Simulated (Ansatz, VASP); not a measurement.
This is a calculation of GaAs for Ansatz 0.2.0.

Contents of input.yaml:

```yaml
crystal:
  lattice:
    - [0.0, 2.82685, 2.82685]
    - [2.82685, 0.0, 2.82685]
    - [2.82685, 2.82685, 0.0]
  atoms:
    - { symbol: As, position: [0.75, 0.75, 0.75] }
    - { symbol: Ga, position: [0.0, 0.0, 0.0] }
hamiltonian:
  xc: pbesol
  pseudopotentials: { kind: paw }
kpoints:
  mp_grid: { grid: [6, 6, 6] }
scf:
  occupations: { method: fixed }
output:
  forces: true
  stress: true
elastic:
  mode: relaxed_ion
  stencil: two_point
```

Potentials or basis: Ansatz PAW.

Run with:

```bash
$ ansatz run input.yaml --threads 2 --pin off --max-ram 5632MiB --backend cpu --events-out ev --progress --plain --runs-dir out
```

Q: Translate it to VASP 6.6.1. Potentials there: VASP PAW PBE potentials, release 64 (As, Ga_d).

A: As run (the cutoff follows the program's own potentials):

File POSCAR:

```
GaAs
1.0
    0.0000000000      2.8268500000      2.8268500000
    2.8268500000      0.0000000000      2.8268500000
    2.8268500000      2.8268500000      0.0000000000
As Ga
1 1
Direct
    0.7500000000      0.7500000000      0.7500000000
    0.0000000000      0.0000000000      0.0000000000
```

The input INCAR.step1:

```
SYSTEM = GaAs
PREC = Accurate ; ENCUT = 600
EDIFF = 1E-8 ; ISMEAR = -1
SIGMA = 0.05 ; LREAL = .False.
LASPH = .True. ; NELM = 60
ALGO = Normal ; ISIF = 3
LWAVE = .False. ; LCHARG = .False.
GGA = PS ; IBRION = 2
NSW = 40 ; EDIFFG = -0.002
```

File INCAR.step2:

```
SYSTEM = GaAs
PREC = Accurate ; ENCUT = 600
EDIFF = 1E-8 ; ISMEAR = -1
SIGMA = 0.05 ; LREAL = .False.
LASPH = .True. ; NELM = 60
ALGO = Normal ; ISIF = 3
LWAVE = .False. ; LCHARG = .False.
GGA = PS ; IBRION = 6
NFREE = 2 ; POTIM = 0.015
NSW = 1
```

File KPOINTS:

```
Automatic mesh
0
Gamma
  6 6 6
  0 0 0
```

Potentials or basis: VASP PAW PBE potentials, release 64 (As, Ga_d).

Run with:

```sh
$ cat potpaw_PBE.64/As/POTCAR potpaw_PBE.64/Ga_d/POTCAR > POTCAR
$ cp INCAR.step1 INCAR
$ mpirun -np 1 vasp_std > vasp.out
$ cp CONTCAR POSCAR
$ cp INCAR.step2 INCAR
$ mpirun -np 1 vasp_std > vasp.out
```

Both were run:

|  | VASP | Ansatz | Ansatz less VASP |
| --- | --- | --- | --- |
| elastic constant that differs most (GPa) | 110 | 112 | +1.8 |
| Voigt bulk modulus (GPa) | 69 | 71 | +1.4 |

The two sets of potentials don't hold the same shells in valence.

Caveats: the PAW data sets were made with another functional, which shifts forces and pressure a little (VASP); the PAW data sets come from PBE, with cores solved anew for the run's functional, which leaves a small shift of forces and pressure (Ansatz).
